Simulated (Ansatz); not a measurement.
Wanted: the native input for an Ansatz 0.2.0 run.

```
Task                : single point
Functional          : PBEsol
Potentials or basis : Ansatz PAW
Cutoff              : 420 eV (not typed: the program's choice for these potentials)
k mesh              : 7 × 7 × 5
Occupations         : fermi-dirac, width 0.05 eV
Spin                : collinear spin, ferromagnetic start
Starting moments    : [0.0, 0.0, 4.0, 4.0] μB
```

MnSb:

```xyz
4
Lattice="4.1500 0.0000 0.0000 -2.0750 3.5940 0.0000 0.0000 0.0000 5.7800" Properties=species:S:1:pos:R:3 pbc="T T T"
Sb    2.0727    1.1765    4.3770
Sb    0.0299    2.4259    1.4240
Mn   -0.0265   -0.0084    2.9220
Mn   -0.0693   -0.0006   -0.0271
```

The cell isn't the ideal one: atoms moved at random, drawn with an rms of 0.05 Å.

The input as run:

input.yaml

```yaml
crystal:
  lattice:
    - [4.15, 0.0, 0.0]
    - [-2.075, 3.5940054257, 0.0]
    - [0.0, 0.0, 5.78]
  atoms:
    - { symbol: Sb, position: [0.663119, 0.32736, 0.757258] }
    - { symbol: Sb, position: [0.344694, 0.67498, 0.246365] }
    - { symbol: Mn, position: [-0.007543, -0.002325, 0.505535], spin: 4.0 }
    - { symbol: Mn, position: [-0.016787, -0.000174, -0.004695], spin: 4.0 }
hamiltonian:
  xc: pbesol
  pseudopotentials: { kind: paw }
magnetization:
  spin_polarized: true
kpoints:
  mp_grid: { grid: [7, 7, 5] }
scf:
  occupations: { method: fermi_dirac, width: 0.05 }
output:
  forces: true
  stress: true
  eigenvalues: true
```

Potentials or basis: Ansatz PAW.

The run is started by

```console
$ ansatz run input.yaml --threads 2 --pin off --max-ram 5632MiB --backend cpu --events-out ev --progress --plain --runs-dir out
```

It gave:

```yaml
Pressure: -7.0 GPa
Largest_force: 0.505 eV/Å
Band_gap_on_the_k_mesh: none (metal or under the smearing width)
Net_moment: 6.67 μB per cell
Absolute_moment: 7.51 μB per cell
Site_moments: Sb -0.11; Mn +3.45, +3.32 μB
```

Caveat: only a ferromagnetic start was run, and an antiferromagnetic order may lie lower in energy; the PAW data sets come from PBE, with cores solved anew for the run's functional, which leaves a small shift of forces and pressure.

Wall time 2.2 min on 2 threads of Arm Neoverse V1, on a shared host, peak memory 1.1 GiB.
